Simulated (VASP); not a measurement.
# SnTe (Fm-3m) in VASP: notebook

SnTe is run at these levels: PBE; tasks: single point.

All numbers are computed with VASP 6.6.1; they aren't measurements. Logs are shortened: lines on timing, memory, paths and dates and some standing lists are left out, and cuts for length are marked.

**What was measured.**

A printed reference work, textbook reports, for a bulk crystal of SnTe at 300 K: band gap 0.18 eV (direct).

How close the calculation comes is told below.

## 1. The cell of the first run

The structure is cubic, space group Fm-3m (No. 225). The conventional cell has a = 6.302 Å, b = 6.302 Å, c = 6.302 Å, α = 90.00°, β = 90.00°, γ = 90.00°. Within 4.1 Å of Sn (site symmetry m-3m) lie 6 Te at 3.15 Å. Te (site symmetry m-3m) has 6 Sn at 3.15 Å within 4.1 Å.

## 2. Single point, PBE

Input file INCAR:

```
PREC     = Accurate       # precision mode
ENCUT    = 520            # plane-wave cutoff, eV
EDIFF    = 1E-7           # SCF threshold, eV
ISMEAR   = 0              # smearing method
SIGMA    = 0.01           # smearing width, eV
LREAL    = F              # projectors in reciprocal space
LASPH    = T              # aspherical terms in the spheres
NELM     = 80             # most SCF steps
ALGO     = Normal         # electronic algorithm
ISIF     = 2              # what is computed and relaxed
LWAVE    = F              # write WAVECAR
LCHARG   = F              # write CHGCAR
GGA      = PE             # functional
NBANDS   = 17             # bands
```

Input file KPOINTS:

```
regular mesh
0
Gamma
  2 2 2
```

Input file POSCAR:

```
SnTe
1.0
    4.4559750000      0.0000000000      0.0000000000
    2.2279875000      3.8589875486      0.0000000000
    2.2279875000      1.2863291829      3.6382883522
Sn Te
1 1
Direct
    0.0000000000      0.0000000000      0.0000000000
    0.5000000000      0.5000000000      0.5000000000
```

Potentials or basis: VASP PAW PBE potentials, release 64 (Sn_d, Te).

Command:

```console
> cat potpaw_PBE.64/Sn_d/POTCAR potpaw_PBE.64/Te/POTCAR > POTCAR
> mpirun -np 1 vasp_std > vasp.out
```

OUTCAR:

```text
PREC = Accurate
   ENCUT = 520
   EDIFF = 1E-7
   ISMEAR = 0
   LREAL = F
   LASPH = T
   NELM = 80
   ISIF = 2
   GGA = PE

 ion  position               nearest neighbor table
   1  0.000  0.000  0.000-   2 3.15   2 3.15   2 3.15   2 3.15   2 3.15   2 3.15
   2  0.500  0.500  0.500-   1 3.15   1 3.15   1 3.15   1 3.15   1 3.15   1 3.15

  LATTYP: Found a face centered cubic cell.
 ALAT       =     6.3017002786

  Lattice vectors:

 A1 = (   4.4559750000,   0.0000000000,   0.0000000000)
 A2 = (   2.2279875000,   3.8589875486,   0.0000000000)
 A3 = (   2.2279875000,   1.2863291829,   3.6382883522)

Analysis of symmetry for initial positions (statically):
=====================================================================
 Subroutine PRICEL returns:
 Original cell was already a primitive cell.

 Routine SETGRP: Setting up the symmetry group for a
 face centered cubic supercell.

 Subroutine GETGRP returns: Found 48 space group operations
 (whereof 48 operations were pure point group operations)
 out of a pool of 48 trial point group operations.

The static configuration has the point symmetry O_h .

Analysis of symmetry for dynamics (positions and initial velocities):
=====================================================================
 Subroutine PRICEL returns:
 Original cell was already a primitive cell.

 Routine SETGRP: Setting up the symmetry group for a
 face centered cubic supercell.

 Subroutine GETGRP returns: Found 48 space group operations
 (whereof 48 operations were pure point group operations)
 out of a pool of 48 trial point group operations.

The dynamic configuration has the point symmetry O_h .

 Subroutine INISYM returns: Found 48 space group operations
 (whereof 48 operations are pure point group operations),
 and found     1 'primitive' translations

----------------------------------------------------------------------------------------

                                     Primitive cell

  volume of cell :      62.5624

  direct lattice vectors                    reciprocal lattice vectors
     4.455975000  0.000000000  0.000000000     0.224417776 -0.129567663 -0.091618173
     2.227987500  3.858987549  0.000000000     0.000000000  0.259135327 -0.091618173
     2.227987500  1.286329183  3.638288352     0.000000000  0.000000000  0.274854520

  length of vectors
     4.455975000  4.455975000  4.455975000     0.274854520  0.274854520  0.274854520

  position of ions in fractional coordinates (direct lattice)
     0.000000000  0.000000000  0.000000000
     0.500000000  0.500000000  0.500000000

  ion indices of the primitive-cell ions
   primitive index   ion index
                 1           1
                 2           2

----------------------------------------------------------------------------------------

 KPOINTS: regular mesh

Automatic generation of k-mesh.
 Grid dimensions read from file:
 generate k-points for:    2    2    2

 Generating k-lattice:

  Cartesian coordinates                     Fractional coordinates (reciprocal lattice)
     0.112208888 -0.064783832 -0.045809087     0.500000000  0.000000000  0.000000000
     0.000000000  0.129567663 -0.045809087     0.000000000  0.500000000  0.000000000
     0.000000000  0.000000000  0.137427260     0.000000000  0.000000000  0.500000000

  Length of vectors
     0.137427260  0.137427260  0.137427260

  Shift w.r.t. Gamma in fractional coordinates (k-lattice)
     0.000000000  0.000000000  0.000000000

 Subroutine IBZKPT returns following result:
 ===========================================

 Found      3 irreducible k-points:

 Following reciprocal coordinates:
            Coordinates               Weight
  0.000000  0.000000  0.000000      1.000000
  0.500000  0.000000  0.000000      4.000000
  0.500000  0.500000 -0.000000      3.000000
   k-points           NKPTS =      3   k-points in BZ     NKDIM =      3   number of bands    NBANDS=     17
   number of dos      NEDOS =    301   number of ions     NIONS =      2
   total plane-waves  NPLWV =  46656
   dimension x,y,z NGX =    36 NGY =   36 NGZ =   36
   dimension x,y,z NGXF=    72 NGYF=   72 NGZF=   72
   ions per type =               1   1
   NGX,Y,Z   is equivalent  to a cutoff of  13.43, 13.43, 13.43 a.u.
   NGXF,Y,Z  is equivalent  to a cutoff of  26.86, 26.86, 26.86 a.u.
 SYSTEM =  unknown system
   PREC   = accura    normal or accurate (medium, high low for compatibility)
   ISTART =      0    job   : 0-new  1-cont  2-samecut
   ICHARG =      2    charge: 1-file 2-atom 10-const
   ISPIN  =      1    spin polarized calculation?
   LNONCOLLINEAR =      F non collinear calculations
   LSORBIT =      F    spin-orbit coupling
   LASPH  =      T    aspherical Exc in radial PAW
   ENCUT  =  520.0 eV  38.22 Ry    6.18 a.u.   8.29  8.29  8.29*2*pi/ulx,y,z
   NELM   =     80;   NELMIN=  2; NELMDL= -5     # of ELM steps
   EDIFF  = 0.1E-06   stopping-criterion for ELM
   LREAL  =      F    real-space projection
   EDIFFG = 0.1E-05   stopping-criterion for IOM
   NSW    =      0    number of steps for IOM
   IBRION =     -1    ionic relax: 0-MD 1-quasi-New 2-CG
   NFREE  =      0    steps in history (QN), initial steepest desc. (CG)
   ISIF   =      2    stress and relaxation
   ISYM   =      2    0-nonsym 1-usesym 2-fastsym
   POTIM  = 0.5000    time-step for ionic-motion
   TEBEG  =    0.0;   TEEND  =   0.0 temperature during run
   PSTRESS=    0.0 pullay stress
   NELECT =      20.0000    total number of electrons
   NUPDOWN=      -1.0000    fix difference up-down
   EMIN   =  10.00;   EMAX   =-10.00  energy-range for DOS
   EFERMI =   0.00;   METHOD = LEGACY
   ISMEAR =     0;   SIGMA  =   0.01  broadening in eV -4-tet -1-fermi 0-gaus
   EFERMI_NEDOS =   21; number of points for ismear=-14 and -15
   IALGO  =     38    algorithm
   IMIX   =      4    mixing-type and parameters
     AMIX     =   0.40;   BMIX     =  1.00
     AMIX_MAG =   1.60;   BMIX_MAG =  1.00
  volume/ion in A,a.u.               =      31.28       211.10
  Fermi-wavevector in a.u.,A,eV,Ry     =   1.119387  2.115335 17.048483  1.253028
  Thomas-Fermi vector in A             =   2.256026
   LORBIT       =      0    0 simple, 1 ext, 2 COOP (PROOUT), +10 PAW based schemes
   GGA     = PE    functional components
   LHFCALC =     F    Hartree Fock is set to
   AEXX    =    0.0000 exact exchange contribution
   IVDW    =     0    specifies the selected vdW correction
   LEPSILON=     F    determine dielectric tensor
   LRPA    =     F    only Hartree local field effects (RPA)
 non-spin polarized calculation
 Gauss-broadening in eV      SIGMA  =   0.01
  energy-cutoff  :      520.00
  volume of cell :       62.56
 maximum number of plane-waves:      1694
 NGX is ok and might be reduce to    36
   NGX = 17   NGY = 17   NGZ = 17

 number of electron      19.9999998 magnetization

 Free energy of the ion-electron system (eV)
  ---------------------------------------------------
  ext. energy  EPLUGINS =         0.00000000
  ---------------------------------------------------
  free energy    TOTEN  =        -5.63683116 eV

  energy without entropy =       -5.63683116  energy(sigma->0) =       -5.63683116

 E-fermi :   6.9454     XC(G=0):  -9.5432

 val. band max:        6.8783454395   @ k =   0.5000   0.0000   0.0000
 cond. band min:       7.0377798656   @ k =   0.5000   0.0000   0.0000
 fundamental gap:      0.1594344261
 Fermi energy:         6.9453621397

 k-point     1 :       0.0000    0.0000    0.0000
  band No.  band energies     occupation
      1     -15.5077      2.00000
      2     -15.5077      2.00000
      3     -15.5009      2.00000
      4     -15.5009      2.00000
      5     -15.5009      2.00000
      6      -5.7683      2.00000
[... 9 lines left out ...]
     16      11.6885      0.00000
     17      13.6829      0.00000

 k-point     2 :       0.5000    0.0000    0.0000
  band No.  band energies     occupation
      1     -15.5123      2.00000
      2     -15.5123      2.00000
      3     -15.4993      2.00000
      4     -15.4944      2.00000
      5     -15.4944      2.00000
      6      -4.3893      2.00000
[... 9 lines left out ...]
     16      15.8372      0.00000
     17      15.8372      0.00000

 k-point     3 :       0.5000    0.5000   -0.0000
  band No.  band energies     occupation
      1     -15.5229      2.00000
      2     -15.5045      2.00000
      3     -15.5032      2.00000
      4     -15.4907      2.00000
      5     -15.4907      2.00000
      6      -4.0947      2.00000
[... 9 lines left out ...]
     16      17.4047      0.00000
     17      18.0327      0.00000

------------------------ aborting loop because EDIFF is reached ----------------------------------------

  FORCE on cell =-STRESS in cart. coord.  units (eV):
  Direction    XX          YY          ZZ          XY          YZ          ZX
  --------------------------------------------------------------------------------------
  -------------------------------------------------------------------------------------
  Total        2.0683982      2.0683982      2.0683982     -0.0000000      0.0000000     -0.0000000
  in kB       52.9701851     52.9701851     52.9701851     -0.0000000      0.0000000     -0.0000000
  external PRESSURE =      52.9701851 kB  Pullay stress =       0.0000000 kB

 VOLUME and BASIS-vectors are now :
 -----------------------------------------------------------------------------
  energy-cutoff  :      520.00
  volume of cell :       62.56
      direct lattice vectors                 reciprocal lattice vectors
     4.455975000  0.000000000  0.000000000     0.224417776 -0.129567663 -0.091618173
     2.227987500  3.858987549  0.000000000     0.000000000  0.259135327 -0.091618173
     2.227987500  1.286329183  3.638288352     0.000000000  0.000000000  0.274854520

 POSITION                                       TOTAL-FORCE (eV/Angst)
 -----------------------------------------------------------------------------------
      0.00000      0.00000      0.00000        -0.000000     -0.000000      0.000000
      4.45597      2.57266      1.81914         0.000000      0.000000      0.000000
 -----------------------------------------------------------------------------------
    total drift:                                0.000000     -0.000000     -0.000000

  FREE ENERGIE OF THE ION-ELECTRON SYSTEM (eV)
  ---------------------------------------------------
  free  energy   TOTEN  =        -5.6368311617 eV

  energy  without entropy=       -5.6368311617  energy(sigma->0) =       -5.63683116
```

It took 16 s on 1 thread of Intel Xeon 8259CL, shared host; peak memory 0.2 GiB.

Results:

* Free energy: -5.6368 eV
* Pressure: 5.3 GPa
* Band gap on the k mesh: 0.16 eV, direct

Caveat: the k points lie up to 0.86 Å⁻¹ apart; spin-orbit coupling is left out, which moves the levels of the heavy elements. A k mesh can miss the band edges.

## 3. Single point, PBE

Input file INCAR:

```
PREC = Accurate
ENCUT = 520
EDIFF = 1E-6
ISMEAR = 0
SIGMA = 0.01
LREAL = False
LASPH = True
NELM = 60
ALGO = Normal
ISIF = 2
LWAVE = False
LCHARG = False
GGA = PE
NBANDS = 17
```

Input file KPOINTS:

```
Automatic mesh
0
Gamma
  4 4 4
```

POSCAR is that of step 2.

Potentials or basis: VASP PAW PBE potentials, release 64 (Sn_d, Te).

Command:

```console
> cat potpaw_PBE.64/Sn_d/POTCAR potpaw_PBE.64/Te/POTCAR > POTCAR
> mpirun -np 1 vasp_std > vasp.out
```

Wall time 16 s (1 thread of Intel Xeon 8259CL, shared host); peak memory 0.2 GiB.

Results (log left out):

| Quantity | Value |
| --- | --- |
| Free energy | -7.5424 eV |
| Pressure | 1.5 GPa |
| Band gap on the k mesh | 0.09 eV, direct |

Levels at points of the mesh, in eV from the valence-band top:
```csv
k point,band 8,band 9,band 10,band 11,band 12,band 13
"(0.00, 0.00, 0.00)",-2.16,-2.16,-2.16,3.34,3.34,3.34
"(0.50, 0.00, 0.00)",-1.82,-1.82,0.00,0.09,0.36,0.36
"(0.50, 0.50, 0.00)",-5.59,-3.75,-3.75,2.17,4.92,4.92
```

Caveat: the k points lie up to 0.43 Å⁻¹ apart; spin-orbit coupling is left out, which moves the levels of the heavy elements. A k mesh can miss the band edges.

## 4. Single point, PBE

Input file INCAR:

```
  ALGO = Normal
  EDIFF = 1E-6
  ENCUT = 520
  GGA = PE
  ISIF = 2
  ISMEAR = 0
  LASPH = T
  LCHARG = F
  LREAL = F
  LWAVE = F
  NBANDS = 17
  NELM = 100
  PREC = Accurate
  SIGMA = 0.01
```

Input file KPOINTS:

```
k-points
0
Gamma
  6 6 6
```

POSCAR is that of step 3.

Command:

```console
> cat potpaw_PBE.64/Sn_d/POTCAR potpaw_PBE.64/Te/POTCAR > POTCAR
> mpirun -np 1 vasp_std > vasp.out
```

Run time: 27 s. Hardware: 1 thread of Intel Xeon 8259CL, shared host; peak memory 0.2 GiB.

Results (log left out):

```
Free energy            : -7.5424 eV
Pressure               : 2.2 GPa
Band gap on the k mesh : 0.10 eV, direct
```

Levels at points of the mesh, in eV from the valence-band top:
```csv
k point,band 8,band 9,band 10,band 11,band 12,band 13
"(0.00, 0.00, 0.00)",-2.15,-2.15,-2.15,3.34,3.34,3.34
"(0.50, 0.00, 0.00)",-1.82,-1.82,0.00,0.10,0.36,0.36
"(0.50, 0.50, 0.00)",-5.59,-3.75,-3.75,2.16,4.92,4.92
```

Caveat: spin-orbit coupling is left out, which moves the levels of the heavy elements.

## 5. Single point, PBE

Input file INCAR:

```
SYSTEM = SnTe
  ALGO = Normal
  EDIFF = 1E-6
  ENCUT = 520
  GGA = PE
  ISIF = 2
  ISMEAR = 0
  LASPH = .True.
  LCHARG = .True.
  LELF = .True.
  LREAL = .False.
  LVHAR = .True.
  LWAVE = .False.
  NBANDS = 17
  NELM = 100
  PREC = Accurate
  SIGMA = 0.01
```

Input file KPOINTS:

```
k-points
0
Gamma
  8 8 8
  0 0 0
```

POSCAR is that of step 4.

Command:

```console
> cat potpaw_PBE.64/Sn_d/POTCAR potpaw_PBE.64/Te/POTCAR > POTCAR
> mpirun -np 1 vasp_std > vasp.out
```

It took 50 s on 1 thread of Intel Xeon 8259CL, shared host; peak memory 0.22 GiB.

Results (log left out):

```yaml
Free_energy: -7.5410 eV
Pressure: 2.2 GPa
Band_gap_on_the_k_mesh: 0.10 eV, direct
```

Levels at points of the mesh, in eV from the valence-band top:
```csv
k point,band 6,band 7,band 8,band 9,band 10,band 11,band 12,band 13,band 14,band 15
"(0.00, 0.00, 0.00)",-12.82,-4.69,-2.16,-2.16,-2.16,3.34,3.34,3.34,4.74,4.74
"(0.50, 0.00, 0.00)",-11.53,-8.35,-1.82,-1.82,0.00,0.10,0.35,0.35,7.77,8.75
"(0.50, 0.50, 0.00)",-11.23,-6.48,-5.59,-3.76,-3.76,2.16,4.92,4.92,6.38,8.99
```

Caveat: spin-orbit coupling is left out, which moves the levels of the heavy elements.

## 6. Summary

```tsv
k mesh	gap on the mesh (eV)	pressure (GPa)
2 × 2 × 2	0.16	5.3
4 × 4 × 4	0.09	1.5
6 × 6 × 6	0.10	2.2
8 × 8 × 8	0.10	2.2
```

Alike in all rows: task single point; level PBE; potentials or basis VASP PAW PBE potentials, release 64 (Sn_d, Te); no spin polarisation; cell as given; cutoff (eV) 520; smearing gaussian 0.01 eV.

Caveats: some runs use coarse meshes; spin-orbit coupling is left out, which moves the levels of the heavy elements.

Absolute energies hang on the potentials; compare differences alone.

## 7. Comparison with measurements

Step 4. A measured gap of SnTe is 0.18 eV (direct; 300 K; a printed reference work, textbook); the calculated 0.10 eV misses it by -0.08 eV. Spin-orbit coupling on Sn, Te is left out. The value is that of PBE on a finite k mesh, which can miss the band edges, without temperature or zero-point motion. Semilocal functionals fall short of measured gaps as a rule.

Step 5. Against the measured gap of SnTe, 0.18 eV (direct; 300 K; a printed reference work, textbook), the calculated 0.10 eV is off by -0.08 eV. Spin-orbit coupling on Sn, Te is left out. The value is that of PBE on a finite k mesh, which can miss the band edges, without temperature or zero-point motion. Semilocal functionals fall short of measured gaps as a rule.
